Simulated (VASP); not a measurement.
Wanted: the native input for a VASP 6.6.1 run.

| Item | Value |
| --- | --- |
| Task | relaxation of cell and atoms |
| Functional | PBEsol |
| Potentials or basis | VASP PAW PBE potentials, release 64 (Ti_sv, Si) |
| Cutoff | 600 eV |
| k mesh | 10 × 10 × 10 |
| Occupations | methfessel-paxton, width 0.1 eV |
| Spin | no spin polarisation |
| Further INCAR settings | ALGO = Normal; EDIFF = 1e-07; IBRION = 2; EDIFFG = -0.005; NSW = 90; ISIF = 3 |

The structure of TiSi2 (Zhiqinite) lies in POSCAR:

```
TiSi2                                   
1.0
    0.0000000000      4.0918298039      4.2484955549
    2.3810560273      0.0000000000      4.2484955549
    2.3810560273      4.0918298039      0.0000000000
  Ti              Si            
     2     4
Direct
     0.7500000000000000    0.7500000000000000    0.7500000000000000
     0.5000000000000000    0.5000000000000000    0.5000000000000000
     0.0861190783825998    0.4138809216174001    0.0861190783825998
     0.4138809216174001    0.0861190783825998    0.4138809216174001
     0.1638809216174001    0.8361190783825998    0.1638809216174001
     0.8361190783825998    0.1638809216174001    0.8361190783825998
```

These files were run (other wordings do the same):

INCAR

```
  PREC = Accurate
  ENCUT = 600
  EDIFF = 1E-7
  ISMEAR = 1
  SIGMA = 0.1
  LREAL = F
  LASPH = T
  NELM = 80
  ALGO = Normal
  ISIF = 3
  LWAVE = F
  LCHARG = F
  GGA = PS
  IBRION = 2
  NSW = 90
  EDIFFG = -0.005
  KPAR = 2
```

KPOINTS

```
regular mesh
0
Gamma
  10 10 10
```

Potentials or basis: VASP PAW PBE potentials, release 64 (Ti_sv, Si).

Run with:

```sh
$ cat potpaw_PBE.64/Ti_sv/POTCAR potpaw_PBE.64/Si/POTCAR > POTCAR
$ mpirun -np 2 vasp_std > vasp.out
```

Results of the run:

```yaml
Relaxed_volume: 13.80 Å³/atom
Relaxed_cell: a = 5.899 Å, b = 4.871 Å, c = 4.735 Å, α = 75.76°, β = 53.16°, γ = 51.07°
Space_group_after_relaxing_to_0.05_Å: Fddd (No. 70)
Energy_gained_by_relaxing: 0.0 meV/atom
Ionic_steps: 3
Pressure_after_relaxing: 0.0 GPa
Band_gap_on_the_k_mesh: none (metal or under the smearing width)
```

Caveat: the PAW data sets were made with another functional, which shifts forces and pressure a little.

Run time: 6.5 min on 2 MPI ranks on Intel(R) Xeon(R) Platinum 8488C (Sapphire Rapids) (shared host), peak memory 0.52 GiB a rank.
